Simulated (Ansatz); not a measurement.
BaTiO$_{3}$, DFT, LDA, all-electron LAPW, scalar-relativistic (Ansatz 0.2.0), run on 2 threads of AMD EPYC 9R45 96-Core Processor (Zen 5) on a shared host.

The cell comes from COD entry 9014756, which wasn't checked; take it as a given geometry. The listed cell was then made from it by scaling, straining or moving an atom.

Command: `ansatz run input.yaml --threads 2 --pin off --max-ram 8192MiB --backend cpu --events-out ev --progress --plain --runs-dir out`

```yaml
crystal:
  lattice:
    - [2.8276681575, 1.6325549719, 2.2481996598]
    - [-2.8276681575, 1.6325549719, 2.2481996598]
    - [0.0, -3.2651099438, 2.2481996598]
  atoms:
    - { symbol: Ba, position: [0.0, 0.0, 0.0] }
    - { symbol: Ti, position: [0.514, 0.514, 0.514] }
    - { symbol: O, position: [0.4916, 0.4916, 0.9815] }
    - { symbol: O, position: [0.4916, 0.9815, 0.4916] }
    - { symbol: O, position: [0.9815, 0.4916, 0.4916] }
kpoints:
  mp_grid: { grid: [9, 9, 9] }
  band_path:
    path:
      - [0.0, 0.0, 0.0]
      - [0.5, 0.0, 0.0]
      - [0.5, -0.5, 0.5]
      - [0.4827363762, -0.5172636238, 0.4827363762]
      - [0.4827363762, 0.4827363762, 0.4827363762]
      - [0.0, 0.0, 0.0]
      - [0.5, -0.5, 0.0]
    npoints: 5
scf:
  occupations: { method: fermi_dirac, width: 0.05 }
hamiltonian:
  xc: lda
  pseudopotentials: { kind: all_electron, lapw: { basis_error: 0.001 } }
output:
  forces: true
  stress: true
  eigenvalues: true
```

**Question.** How large is the problem that the program sets up?

**Answer.** 85 irreducible k-points, 1345 plane waves at Γ, 44 bands.

**Question.** About how long does it take, and how much memory does it use?

**Answer.** 33 s of wall time for 10 SCF iterations, with a peak of 0.92 GiB. Times on shared machines scatter by tens of per cent.
